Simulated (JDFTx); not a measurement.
## BP in JDFTx: convergence with cutoff

The system is BP.

```xyz
2
Lattice="0.0000 2.2690 2.2690 2.2690 0.0000 2.2690 2.2690 2.2690 0.0000" Properties=species:S:1:pos:R:3 pbc="T T T"
P     3.4035    3.4035    3.4035
B     0.0000    0.0000    0.0000
```

- Program: JDFTx 1.7.0 (patched build)
- Task: convergence study
- Functional: PBE
- Potentials or basis: PseudoDojo-SR-PBE-0.5-stringent
- Cutoff: 408 eV
- Density cutoff: 3265 eV
- k mesh: 10 × 10 × 10
- Occupations: fermi-dirac, width 0.05 eV
- Spin: no spin polarisation

These are the settings of the first run; the series varies cutoff, with any setting tied to it.

Hardware: 1 thread of Arm Neoverse V1, with other jobs on the host.

**Question.** The values tried are 408.171 eV, 517.016 eV, 625.862 eV, 734.707 eV, 816.342 eV, 925.187 eV, 1034.03 eV, 1197.3 eV, 1387.78 eV, loosest first. From which on does the pressure stay within 0.1 GPa of the tightest run that finished?

**Answer.** From 1034.03 eV on.

```
    cutoff  energy less the tightest run, at zero smearing (meV/atom)  pressure (GPa)  gap on the mesh (eV)  SCF cycles  CPU time (s)  peak memory (GiB)
408.171 eV                                                     176.40           -2.55                 1.175          13            14               0.04
517.016 eV                                                      76.23           -1.17                 1.223          13            16               0.05
625.862 eV                                                      29.73           -0.25                 1.245          13            25               0.06
734.707 eV                                                      10.72            0.36                 1.248          13            28               0.07
816.342 eV                                                       4.18            0.67                 1.250          14            30               0.07
925.187 eV                                                       1.07            0.89                 1.251          13            30               0.08
1034.03 eV                                                       0.27            0.99                 1.252          13            49               0.08
 1197.3 eV                                                       0.11            1.00                 1.252          13            68                0.1
1387.78 eV                                                       0.00            1.00                 1.252          13            74               0.11
```

Against the tightest run, the energy stays within 1 meV/atom from 1034.03 eV on; the gap on the mesh stays within 0.01 eV from 625.862 eV on. The tightest run that finished is the yardstick and may itself not be fully converged.

Caveat, for the tightest run too: the empty levels aren't tightly converged.
